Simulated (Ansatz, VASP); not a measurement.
**Pd: VASP beside Ansatz**

```
CELL_PARAMETERS angstrom
0.00000 1.94650 1.94650
1.94650 0.00000 1.94650
1.94650 1.94650 0.00000
ATOMIC_POSITIONS crystal
Pd 0.00000 0.00000 0.00000
```

Alike in both runs: task relaxation of cell and atoms; functional LDA; k mesh 20 × 20 × 20; occupations methfessel-paxton of order 1, width 0.1 eV; no spin polarisation.

```csv
,VASP,Ansatz
version,VASP 6.6.1,Ansatz 0.2.0
potentials or method,"VASP PAW LDA potentials, release 64 (Pd)","scalar-relativistic, plane waves, PAW"
plane-wave cutoff (eV),600,420
valence electrons in the cell,10,18
```

```csv
,VASP,Ansatz,Ansatz less VASP
"gap on the k mesh at the Fermi level, each at its own relaxed structure (eV)",none,none,-
relaxed volume (Å³/atom),14.15,14.13,-0.018
relaxed cell length with the largest relative difference (Å),2.715,2.714,-0.0011
energy change over the relaxation (meV/atom),-17,-17,-0.9
```

A gap of «none» marks a metal or a gap that the smearing closes. The two sets of potentials don't hold the same shells in valence.

LDA usually gives volumes a few per cent too small. Zero-point motion and thermal expansion aren't in these numbers.
